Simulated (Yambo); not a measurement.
Input of a Yambo 5.3.0 run:

Contents of optics10.in:

```
optics
chi
Chimod= "IP"
% BndsRnXd
 1 | 30 |
%
% LongDrXd
 0 | 1 | 0 |
%
% QpntsRXd
 1 | 1 |
%
% EnRngeXd
 0 | 10 | eV
%
% DmRngeXd
 0.1 | 0.1 | eV
%
ETStpsXd= 300
```

scf.in

```
&CONTROL
  calculation = 'scf'
  prefix = 'pwscf'
  outdir = './tmp'
  pseudo_dir = './pseudo'
/
&SYSTEM
  ibrav = 0
  nat = 2
  ntyp = 2
  ecutwfc = 80
  nbnd = 22
  occupations = 'smearing'
  smearing = 'fd'
  degauss = 0.00367493
  force_symmorphic = .true.
/
&ELECTRONS
  conv_thr = 4d-10
  electron_maxstep = 120
  mixing_beta = 0.5
/
ATOMIC_SPECIES
Pb   207.2000 Pb.upf
Te   127.6000 Te.upf
CELL_PARAMETERS angstrom
   0.0000000000    3.2310000000    3.2310000000
   3.2310000000    0.0000000000    3.2310000000
   3.2310000000    3.2310000000    0.0000000000
ATOMIC_POSITIONS crystal
Pb     0.0000000000    0.0000000000    0.0000000000
Te     0.5000000000    0.5000000000    0.5000000000
K_POINTS automatic
8 8 8 0 0 0
```

Contents of nscf.in:

```
&CONTROL
  calculation = 'nscf'
  prefix = 'pwscf'
  outdir = './tmp'
  pseudo_dir = './pseudo'
/
&SYSTEM
  ibrav = 0
  nat = 2
  ntyp = 2
  ecutwfc = 80
  nbnd = 135
  occupations = 'fixed'
  force_symmorphic = .true.
/
&ELECTRONS
  conv_thr = 1d-08
  diago_full_acc = .true.
  diago_thr_init = 1d-06
/
ATOMIC_SPECIES
Pb   207.2000 Pb.upf
Te   127.6000 Te.upf
CELL_PARAMETERS angstrom
   0.0000000000    3.2310000000    3.2310000000
   3.2310000000    0.0000000000    3.2310000000
   3.2310000000    3.2310000000    0.0000000000
ATOMIC_POSITIONS crystal
Pb     0.0000000000    0.0000000000    0.0000000000
Te     0.5000000000    0.5000000000    0.5000000000
K_POINTS automatic
4 4 4 0 0 0
```

Potentials or basis: PseudoDojo 0.4.1 SR PBE standard.

Command:

```console
$ OMP_NUM_THREADS=1 pw.x -in scf.in > scf.out
$ OMP_NUM_THREADS=1 pw.x -in nscf.in > nscf.out
$ cd tmp/pwscf.save; p2y; mv SAVE ../..; cd ../..
$ OMP_NUM_THREADS=1 yambo
$ OMP_NUM_THREADS=1 yambo -F optics10.in -J optics10 -C optics10_out
```

**Question.** What does it give for the electronic dielectric constant along the field?

**Answer.** 41.36.

**Question.** Predict the band gap on the k mesh, mean-field level.

**Answer.** 0.74 eV, direct.

Dielectric function (along the field direction of the input):
```
energy (eV)  real part  imaginary part
       0.27      42.86            3.10
       0.50      47.65            5.28
       0.74      48.59           18.80
       1.00      60.68           15.65
       1.24      66.86           88.12
       1.51      22.44           37.18
       1.74       1.48           33.19
       2.01      28.93           64.84
       2.24     -19.03           47.44
       2.51     -28.13           26.58
       2.74     -11.82           29.92
       3.01     -19.03           12.51
       3.24     -14.49            9.97
       3.51      -9.96            6.67
       3.75     -13.09            6.04
       3.98      -9.03            5.30
       4.25      -7.57            1.64
       4.48      -5.07            1.10
       4.75      -2.84            1.02
       4.98      -0.77            1.41
       5.25       1.61            5.57
       5.48      -2.40            3.63
       5.75      -1.85            1.88
       5.99       1.34            2.72
       6.25      -2.62            6.44
       6.49      -0.94            2.32
       6.76      -1.23            3.05
       6.99       2.76            4.17
       7.22      -3.64            7.31
       7.49      -3.81            3.27
       7.73      -3.17            2.83
       7.99      -0.92            2.40
       8.23      -4.22            2.91
       8.49      -2.92            1.07
       8.73      -1.61            0.61
       9.00      -0.46            1.25
       9.23       0.06            1.94
       9.50      -1.29            2.39
       9.73      -1.93            2.18
      10.00      -1.62            1.29
```

Caveat: the k mesh is coarse (spacing up to 0.42 Å⁻¹), so the values aren't converged; spectra need much finer meshes, so this one isn't converged; independent-particle spectra lack excitons; spin-orbit coupling is left out, which as a rule narrows the gap of such compounds by several tenths of an eV. A k mesh can miss the band edges.
